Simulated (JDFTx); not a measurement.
# TaN: equation of state with PBE

Crystal: TaN.

```
CELL_PARAMETERS angstrom
0.00000 2.21132 2.21132
2.21132 0.00000 2.21132
2.21132 2.21132 0.00000
ATOMIC_POSITIONS crystal
Ta 0.50000 0.50000 0.50000
N 0.00000 0.00000 0.00000
```

The cell comes from a database or a generator and needn't be the stable form of this composition.

```json
{"Program": "JDFTx 1.7.0 (patched build)", "Task": "equation of state", "Functional": "PBE", "Potentials or basis": "PseudoDojo-SR-PBE-0.5-standard", "Cutoff": "1143 eV", "Density cutoff": "9143 eV", "k mesh": "10 × 10 × 10", "Occupations": "fermi-dirac, width 0.05 eV", "Spin": "no spin polarisation", "Bands": "15", "Density cutoff over wavefunction cutoff": "8", "Max SCF steps": "100", "SCF threshold on the energy": "1e-09 Ha", "Solver of the electrons": "scf"}
```

| Item | Value |
| --- | --- |
| Equilibrium volume | 10.76 Å³/atom |
| Bulk modulus | 329 GPa |
| Pressure derivative of the bulk modulus | 4.4 |

Energy against volume, from the lowest point:
```tsv
volume (Å³/atom)	energy (meV/atom)
10.164	37.07
10.381	14.28
10.597	2.29
10.813	0.00
11.030	6.40
11.246	20.59
11.462	41.76
```

The run has no spin-orbit coupling, so splittings on Ta are missing.
